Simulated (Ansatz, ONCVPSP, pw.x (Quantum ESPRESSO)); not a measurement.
## nitrogen: one change to the ONCV potential, in the atom and in the bcc crystal

* Element: nitrogen (N)
* Generator: ONCVPSP 4.0.1.1 (patched build)
* Type: optimised norm-conserving Vanderbilt (ONCV)
* Functional: PBE
* Relativity: scalar-relativistic
* Frozen core: [He]
* Valence charge: 5
* Reference configuration: 2s2 2p3
* Partial waves: 2s: rc 1.10 bohr, ncon 4, nbas 8, qcut 7.5 1/bohr, local; 2p: rc 2.60 bohr, ncon 4, nbas 7, qcut 5.5 1/bohr, 2 projectors, debl 1.5 Ha; d scattering state at 0.04 Ha: rc 2.50 bohr, ncon 4, nbas 8, qcut 3.9 1/bohr, 2 projectors, debl 3 Ha
* Local potential: the s channel
* Core correction: none

Change: d: qcut 4.

Cutoffs, loose and tight: the cutoffs (Ha) at which the residual kinetic energy of the hardest occupied pseudo-wave falls to 1 and 0.1 mHa per electron. They do not see the model core or the augmentation charge, which bear on the density cutoff. Test errors are all-electron minus pseudo excitation energies from the reference, over the configurations 2s2 2p2; 2s2 2p1; 2s2 2p0; 2s0 2p5; variants that change the core or the reference have their own tests.

Crystal test: bcc N in pw.x 7.5, no spin, 18³ k-points, Fermi–Dirac smearing 0.01 Ry, cutoffs set for each file from its atomic test. The reference is all-electron LAPW (Ansatz 0.2.0) with the same functional, mesh and smearing; V0 and B0 come from Birch–Murnaghan fits to the pressures at five volumes. Errors are pseudo minus all-electron; Δ is the rms difference of the E(V) curves that follow from these fits, minima aligned, over ±6 % about the mean V0. Mesh and smearing are coarse, so the numbers serve the comparison and aren't converged zero-temperature values; the lattice is a test structure that the element need not adopt. Spin polarisation is left out.

All-electron: a0 = 2.438 Å (V0 = 7.24 Å³/atom), B0 = 184.8 GPa.

**Question.** Does the change bring the crystal closer to the all-electron result?

**Answer.** The mean pressure error goes from +1.12 to +1.43 GPa, so the change moves the solid further from the all-electron pressures.

```csv
quantity,base,changed
outcome (atom),generated,generated
"cutoff, loose (atom)",24 Ha,24 Ha
"cutoff, tight (atom)",48 Ha,48 Ha
bound ghosts (atom),none,none
largest test error (meV) (atom),+4354,+4354
cutoffs in pw.x (Ry),115/460,115/460
a0 (Å),2.443,2.444
a0 error (%),+0.22,+0.28
B0 error (%),-4.9,-4.7
Δ (meV/atom),1.8,2.3
mean pressure error (GPa),+1.12,+1.43
```

Base: The largest radius (2.60 bohr) exceeds half the bond length (2.00 bohr), so the spheres overlap, which is one possible source of error among others. Changed file: The largest radius (2.60 bohr) exceeds half the bond length (2.00 bohr), so the spheres overlap, which is one possible source of error among others.
